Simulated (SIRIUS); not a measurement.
# MgB2 (Fd-3m) in SIRIUS: notebook

Runs on MgB2. Level: PBE. Tasks: single point.

All numbers are computed with SIRIUS 7.10.0; they aren't measurements. Logs are shortened: lines on timing, memory, paths and dates and some standing lists are left out, and cuts for length are marked. The log counts tension as positive stress, the text compression.

## (1) Starting point

It takes space group Fd-3m (No. 227, cubic). Conventional cell: a = 5.987 Å, b = 5.987 Å, c = 5.987 Å, α = 90.00°, β = 90.00°, γ = 90.00°. Mg (site symmetry -43m) is surrounded by 12 B at 2.48 Å and 4 Mg at 2.59 Å. Around B (site symmetry -3m) lie 6 B at 2.12 Å.

The cell was built by a generator and needn't be a form met in nature.

## (2) Single point, PBE

sirius.json

```json
{
  "control": {
    "processing_unit": "cpu",
    "verbosity": 2,
    "num_bands_to_print": 25,
    "print_forces": true,
    "print_stress": true
  },
  "parameters": {
    "electronic_structure_method": "pseudopotential",
    "xc_functionals": ["XC_GGA_X_PBE", "XC_GGA_C_PBE"],
    "gk_cutoff": 9.2,
    "pw_cutoff": 18.4,
    "ngridk": [8, 8, 8],
    "shiftk": [0, 0, 0],
    "smearing": "fermi_dirac",
    "smearing_width": 0.0018374661,
    "num_bands": 25,
    "num_mag_dims": 0,
    "num_dft_iter": 100,
    "energy_tol": 1e-08,
    "density_tol": 1e-06
  },
  "iterative_solver": {
    "type": "davidson",
    "min_tolerance": 1e-09,
    "tolerance_scale": [0.1, 0.25]
  },
  "mixer": {
    "type": "anderson",
    "beta": 0.7,
    "max_history": 8
  },
  "settings": {
    "tol_ne": 1e-10,
    "pseudo_grid_cutoff": 6.5
  },
  "unit_cell": {
    "lattice_vectors": [
      [0.0, 0.707106781187, 0.707106781187],
      [0.707106781187, 0.0, 0.707106781187],
      [0.707106781187, 0.707106781187, 0.0]
    ],
    "lattice_vectors_scale": 8.0004319945,
    "atom_coordinate_units": "lattice",
    "atom_types": ["Mg", "B"],
    "atom_files": {
      "Mg": "Mg.json",
      "B": "B.json"
    },
    "atoms": {
      "Mg": [
        [0.0, 0.0, 0.0],
        [0.25, 0.25, 0.25]
      ],
      "B": [
        [0.625, 0.125, 0.625],
        [0.625, 0.625, 0.125],
        [0.125, 0.625, 0.625],
        [0.625, 0.625, 0.625]
      ]
    }
  }
}
```

Potentials or basis: PseudoDojo 0.4.1 PBE standard (scalar relativistic).

Run with:

```
$ upf_to_json Mg.upf
$ upf_to_json B.upf
$ OMP_NUM_THREADS=1 sirius.scf --input=sirius.json --output=out.json --task=0
```

The log of the run:

```text
[info] SIRIUS version : 7.10.0
[info] number of MPI ranks           : 1
[info] MPI grid                      : 1 1
[info] maximum number of OMP threads : 1
[fft] FFT context for density and potential
[fft] =====================================
[fft]   comm size                             : 1
[fft]   plane wave cutoff                     : 18.4
[fft]   grid size                             : 50 50 50   total : 125000
[fft]   grid limits                           : -24 25   -24 25   -24 25
[fft]   number of G-vectors within the cutoff : 19079
[fft]   local number of G-vectors             : 19079
[fft]   number of G-shells                    : 1018
[fft] FFT context for coarse grid
[fft] =====================================
[fft]   comm size                             : 1
[fft]   plane wave cutoff                     : 18.4
[fft]   grid size                             : 50 50 50   total : 125000
[fft]   grid limits                           : -24 25   -24 25   -24 25
[fft]   number of G-vectors within the cutoff : 19079
[fft]   local number of G-vectors             : 19079
[fft]   number of G-shells                    : 1018
[unit cell] lattice vectors
[unit cell]   a1 :       0.0000000000      5.6571597157      5.6571597157
[unit cell]   a2 :       5.6571597157      0.0000000000      5.6571597157
[unit cell]   a3 :       5.6571597157      5.6571597157      0.0000000000
[unit cell] reciprocal lattice vectors
[unit cell]   b1 :      -0.5553303798      0.5553303798      0.5553303798
[unit cell]   b2 :       0.5553303798     -0.5553303798      0.5553303798
[unit cell]   b3 :       0.5553303798      0.5553303798     -0.5553303798
[unit cell] unit cell volume :       362.09732465 [a.u.^3]
[unit cell] 1/sqrt(omega)    :         0.05255177
[unit cell] MT volume        :         0.00000000 ( 0.00%)
[unit cell] IT volume        :       362.09732465 (100.00%)
[unit cell] number of atom types : 2
[unit cell] type id : 0 symbol : Mg mt_radius :  15.090000 num_atoms : 2
[unit cell] type id : 1 symbol :  B mt_radius :  15.330000 num_atoms : 4
[unit cell] total number of atoms : 6
[unit cell] number of symmetry classes : 2
[unit cell] number of PAW atoms : 0
[unit cell] atom id  type id  class id             position                      vector_field
[unit cell] ------------------------------------------------------------------------------------------
[unit cell]      0        0        0      0.00000   0.00000   0.00000      0.00000   0.00000   0.00000
[unit cell]      1        0        0      0.25000   0.25000   0.25000      0.00000   0.00000   0.00000
[unit cell]      2        1        1      0.62500   0.12500   0.62500      0.00000   0.00000   0.00000
[unit cell]      3        1        1      0.62500   0.62500   0.12500      0.00000   0.00000   0.00000
[unit cell]      4        1        1      0.12500   0.62500   0.62500      0.00000   0.00000   0.00000
[unit cell]      5        1        1      0.62500   0.62500   0.62500      0.00000   0.00000   0.00000
[unit cell] atom id         position (Cartesian, a.u.)
[unit cell] ---------------------------------------------
[unit cell]      0       0.000000    0.000000    0.000000
[unit cell]      1       2.828580    2.828580    2.828580
[unit cell]      2       4.242870    7.071450    4.242870
[unit cell]      3       4.242870    4.242870    7.071450
[unit cell]      4       7.071450    4.242870    4.242870
[unit cell]      5       7.071450    7.071450    7.071450
[unit cell] class id : 0 atom id : 0 1
[unit cell] class id : 1 atom id : 2 3 4 5
[unit cell] minimum bond length:     4.000216
[unit cell] total number of pseudo wave-functions: 26
[sym] space group number   : 227
[sym] international symbol : Fd-3m
[sym] Hall symbol          : F 4d 2 3 -1d
[sym] space group transformation matrix :
[sym]   0.0000  0.5000  0.5000
[sym]   0.5000  0.0000  0.5000
[sym]   0.5000  0.5000  0.0000
[sym] space group origin shift :
[sym]   0.0000  0.0000  0.5000
[sym] number of space group operations  : 48
[sym] number of magnetic group operations : 48
[sym] metric tensor error: 0.0000e+00
[sym] rotation matrix error: 7.1690e-17
[... 288 lines left out ...]
[diagonalize] ik:   28   -2.373356   -2.373356   -1.155818   -1.155818   -1.153763   -1.153763   -1.151692   -1.151692    0.014750    0.014750    0.114840    0.114840    0.292382    0.292382    0.357921    0.357921    0.509680    0.509680    0.584181    0.584181    0.682766    0.682766    0.701071    0.701071    0.735516
[find] Charges and magnetic moments
[find] --------------------------------------------------------------------------------
[find] total charge          : 32.000000
[find] Energy
[find] --------------------------------------------------------------------------------
[find] valence_eval_sum               :     -20.13837100
[find] <rho|V^{XC}>                   :     -26.42567396
[find] <rho|E^{XC}>                   :     -20.77207634
[find] <mag|B^{XC}>                   :       0.00000000
[find] <rho|V^{H}>                    :      81.05698384
[find] one-electron contribution      :     -74.76968088 (Ha),    -149.53936177 (Ry)
[find] hartree contribution           :      40.52849192
[find] xc contribution                :     -20.77207634
[find] ewald contribution             :     -75.37290175
[find] PAW contribution               :       0.00000000
[find] smearing (-TS)                 :      -0.00048452
[find] SCF correction                 :       0.00000104
[find] Total energy                   :    -130.38616602 (Ha),    -260.77233203 (Ry)
[find] Free energy (E-TS)             :    -130.38665054 (Ha),    -260.77330107 (Ry)
[find] band gap (eV)                  :       0.00000000
[find] Efermi                         :       0.41417216
[find] iteration : 10, RMS : 4.131837072309e-08, energy difference : -2.465156967446e-09
[find] Hartree energy of density residual : 1.816586135309e-13
[find] bands are converged : true
[find] iterative solver converged : true
[find] converged after 11 SCF iterations!
[find] Charges and magnetic moments
[find] --------------------------------------------------------------------------------
[find] total charge          : 32.000000
[find] Energy
[find] --------------------------------------------------------------------------------
[find] valence_eval_sum               :     -20.13837100
[find] <rho|V^{XC}>                   :     -26.42567396
[find] <rho|E^{XC}>                   :     -20.77207634
[find] <mag|B^{XC}>                   :       0.00000000
[find] <rho|V^{H}>                    :      81.05698384
[find] one-electron contribution      :     -74.76968088 (Ha),    -149.53936177 (Ry)
[find] hartree contribution           :      40.52849192
[find] xc contribution                :     -20.77207634
[find] ewald contribution             :     -75.37290175
[find] PAW contribution               :       0.00000000
[find] smearing (-TS)                 :      -0.00048452
[find] SCF correction                 :       0.00000104
[find] Total energy                   :    -130.38616602 (Ha),    -260.77233203 (Ry)
[find] Free energy (E-TS)             :    -130.38665054 (Ha),    -260.77330107 (Ry)
[find] band gap (eV)                  :       0.00000000
[find] Efermi                         :       0.41417216
[ground_state] === stress tensor components [kbar] ===
[ground_state] === stress_kin ===
[ground_state] -41083.487898   -0.000000   -0.000000
[ground_state]    -0.000000-41083.487898    0.000000
[ground_state]    -0.000000    0.000000-41083.487898
[ground_state] === stress_har ===
[ground_state] -10976.692010   -0.000000    0.000000
[ground_state]    -0.000000-10976.692010    0.000000
[ground_state]     0.000000    0.000000-10976.692010
[ground_state] === stress_ewald ===
[ground_state] 20413.913502    0.000000    0.000000
[ground_state]     0.00000020413.913502   -0.000000
[ground_state]     0.000000   -0.00000020413.913502
[ground_state] === stress_vloc ===
[ground_state]  7309.241595    0.000000    0.000000
[ground_state]     0.000000 7309.241595   -0.000000
[ground_state]     0.000000   -0.000000 7309.241595
[ground_state] === stress_xc ===
[ground_state]  4865.555525    0.000000   -0.000000
[ground_state]     0.000000 4865.555525   -0.000000
[ground_state]    -0.000000   -0.000000 4865.555525
[ground_state] === stress_core ===
[ground_state]   438.204227    0.000000   -0.000000
[ground_state]     0.000000  438.204227   -0.000000
[ground_state]    -0.000000   -0.000000  438.204227
[ground_state] === stress_nonloc ===
[ground_state] 19027.948797    0.000000   -0.000000
[ground_state]     0.00000019027.948797   -0.000000
[ground_state]    -0.000000   -0.00000019027.948797
[ground_state] === stress_us_nl ===
[ground_state] 19027.948797    0.000000   -0.000000
[ground_state]     0.00000019027.948797   -0.000000
[ground_state]    -0.000000   -0.00000019027.948797
[ground_state] === stress_total ===
[ground_state]    -5.316262    0.000000   -0.000000
[ground_state]     0.000000   -5.316262   -0.000000
[ground_state]    -0.000000   -0.000000   -5.316262
[ground_state] ==== total Forces in Ha/bohr =====
[ground_state] atom:    0, force:       0.0000000      0.0000000      0.0000000
[ground_state] atom:    1, force:      -0.0000000     -0.0000000     -0.0000000
[ground_state] atom:    2, force:       0.0000000     -0.0000000      0.0000000
[ground_state] atom:    3, force:      -0.0000000     -0.0000000      0.0000000
[ground_state] atom:    4, force:       0.0000000     -0.0000000      0.0000000
[ground_state] atom:    5, force:       0.0000000      0.0000000      0.0000000
[ground_state] ==== ultrasoft contribution from Qij =====
[ground_state] atom:    0, force:       0.0000000      0.0000000      0.0000000
[ground_state] atom:    1, force:       0.0000000      0.0000000      0.0000000
[ground_state] atom:    2, force:       0.0000000      0.0000000      0.0000000
[ground_state] atom:    3, force:       0.0000000      0.0000000      0.0000000
[ground_state] atom:    4, force:       0.0000000      0.0000000      0.0000000
[ground_state] atom:    5, force:       0.0000000      0.0000000      0.0000000
[ground_state] ==== non-local contribution from Beta-projector =====
[ground_state] atom:    0, force:       0.0000000      0.0000000      0.0000000
[ground_state] atom:    1, force:      -0.0000000     -0.0000000     -0.0000000
[ground_state] atom:    2, force:       0.0000000     -0.0000000      0.0000000
[ground_state] atom:    3, force:      -0.0000000     -0.0000000      0.0000000
[ground_state] atom:    4, force:       0.0000000     -0.0000000      0.0000000
[ground_state] atom:    5, force:       0.0000000      0.0000000      0.0000000
[ground_state] ==== contribution from local potential =====
[ground_state] atom:    0, force:       0.0000000     -0.0000000      0.0000000
[ground_state] atom:    1, force:      -0.0000000     -0.0000000     -0.0000000
[ground_state] atom:    2, force:      -0.0000000      0.0000000      0.0000000
[ground_state] atom:    3, force:      -0.0000000      0.0000000      0.0000000
[ground_state] atom:    4, force:      -0.0000000      0.0000000      0.0000000
[ground_state] atom:    5, force:      -0.0000000     -0.0000000      0.0000000
[ground_state] ==== contribution from core density =====
[ground_state] atom:    0, force:       0.0000000      0.0000000      0.0000000
[ground_state] atom:    1, force:       0.0000000      0.0000000      0.0000000
[ground_state] atom:    2, force:       0.0000000      0.0000000      0.0000000
[ground_state] atom:    3, force:       0.0000000      0.0000000      0.0000000
[ground_state] atom:    4, force:       0.0000000      0.0000000      0.0000000
[ground_state] atom:    5, force:       0.0000000      0.0000000      0.0000000
[ground_state] ==== Ewald forces from ions =====
[ground_state] atom:    0, force:       0.0000000      0.0000000     -0.0000000
[ground_state] atom:    1, force:       0.0000000      0.0000000      0.0000000
[ground_state] atom:    2, force:      -0.0000000     -0.0000000     -0.0000000
[ground_state] atom:    3, force:      -0.0000000      0.0000000      0.0000000
[ground_state] atom:    4, force:       0.0000000     -0.0000000     -0.0000000
[ground_state] atom:    5, force:       0.0000000     -0.0000000      0.0000000
[~DFT_ground_state] local op. applied: 18881
[~DFT_ground_state] evp. work count: 3036.2
[~DFT_ground_state] number of iterative solver steps: 1211
```

Run time: 94 s. Hardware: 1 thread of Arm Neoverse V1, shared host; peak memory 0.4 GiB.

What came out:

```
Free energy            : -3548.0015 eV
Pressure               : 0.5 GPa
Band gap on the k mesh : none (metal or under the smearing width)
```

## (3) Single point, PBE

sirius.json is that of step 2.

Potentials or basis: SPMS 1.0 PBE (norm-conserving).

Run with:

```
$ upf_to_json 12_Mg_10_1.9_2.0_pbe_v1.0.upf
$ upf_to_json 05_B_3_1.5_1.7_pbe_n_v1.0.upf
$ OMP_NUM_THREADS=1 sirius.scf --input=sirius.json --output=out.json --task=0
```

Wall time 96 s (1 thread of Arm Neoverse V1, shared host); peak memory 0.4 GiB.

The run converged. Its results:

- Free energy: -3364.5177 eV
- Pressure: 0.5 GPa
- Band gap on the k mesh: none (metal or under the smearing width)

## (4) Single point, PBE

sirius.json, as its differences from that of step 3:

```diff
@@ -39,7 +39,6 @@
     "lattice_vectors": [
-      [0.0, 0.707106781187, 0.707106781187],
-      [0.707106781187, 0.0, 0.707106781187],
-      [0.707106781187, 0.707106781187, 0.0]
+      [0.0, 5.657159715725, 5.657159715725],
+      [5.657159715725, 0.0, 5.657159715725],
+      [5.657159715725, 5.657159715725, 0.0]
     ],
-    "lattice_vectors_scale": 8.0004319945,
     "atom_coordinate_units": "lattice",
```

Potentials or basis: PseudoDojo 0.4 PBE stringent (scalar relativistic).

Run with:

```
$ upf_to_json Mg.upf
$ upf_to_json B.upf
$ OMP_NUM_THREADS=1 sirius.scf --input=sirius.json --output=out.json --task=0
```

It took 95 s on 1 thread of Arm Neoverse V1, shared host; peak memory 0.4 GiB.

Results (log left out):

* Free energy: -3548.0015 eV
* Pressure: 0.5 GPa
* Band gap on the k mesh: none (metal or under the smearing width)

## (5) Single point, PBE

sirius.json, as its differences from that of step 4:

```diff
@@ -11,4 +11,4 @@
     "xc_functionals": ["XC_GGA_X_PBE", "XC_GGA_C_PBE"],
-    "gk_cutoff": 9.2,
-    "pw_cutoff": 18.4,
+    "gk_cutoff": 6.4,
+    "pw_cutoff": 20.0,
     "ngridk": [8, 8, 8],
@@ -34,4 +34,3 @@
   "settings": {
-    "tol_ne": 1e-10,
-    "pseudo_grid_cutoff": 6.5
+    "tol_ne": 1e-10
   },
@@ -39,6 +38,7 @@
     "lattice_vectors": [
-      [0.0, 5.657159715725, 5.657159715725],
-      [5.657159715725, 0.0, 5.657159715725],
-      [5.657159715725, 5.657159715725, 0.0]
+      [0.0, 0.707106781187, 0.707106781187],
+      [0.707106781187, 0.0, 0.707106781187],
+      [0.707106781187, 0.707106781187, 0.0]
     ],
+    "lattice_vectors_scale": 8.0004319945,
     "atom_coordinate_units": "lattice",
```

Potentials or basis: GBRV 1.5 PBE (ultrasoft).

Run with:

```
$ upf_to_json mg_pbe_v1.4.uspp.F.UPF
$ upf_to_json b_pbe_v1.4.uspp.F.UPF
$ OMP_NUM_THREADS=1 sirius.scf --input=sirius.json --output=out.json --task=0
```

It took 38 s on 1 thread of Arm Neoverse V1, shared host; peak memory 0.44 GiB.

The run converged. Its results:

| Property | Result |
| --- | --- |
| Free energy | -3753.5906 eV |
| Pressure | 0.1 GPa |
| Band gap on the k mesh | none (metal or under the smearing width) |

## (6) The runs side by side

```tsv
potentials or basis	cutoff (eV)	radial cutoff for the potentials' integrals	gap on the mesh (eV)	pressure (GPa)
PseudoDojo 0.4.1 PBE standard (scalar relativistic)	1152	6.5 bohr	none	0.5
SPMS 1.0 PBE (norm-conserving)	1152	6.5 bohr	none	0.5
PseudoDojo 0.4 PBE stringent (scalar relativistic)	1152	6.5 bohr	none	0.5
GBRV 1.5 PBE (ultrasoft)	557	-	none	0.1
```

Alike in all rows: task single point; level PBE; no spin polarisation; cell as given; k mesh 8 × 8 × 8; smearing fermi-dirac 0.05 eV.

Absolute energies hang on the potentials; compare differences alone.
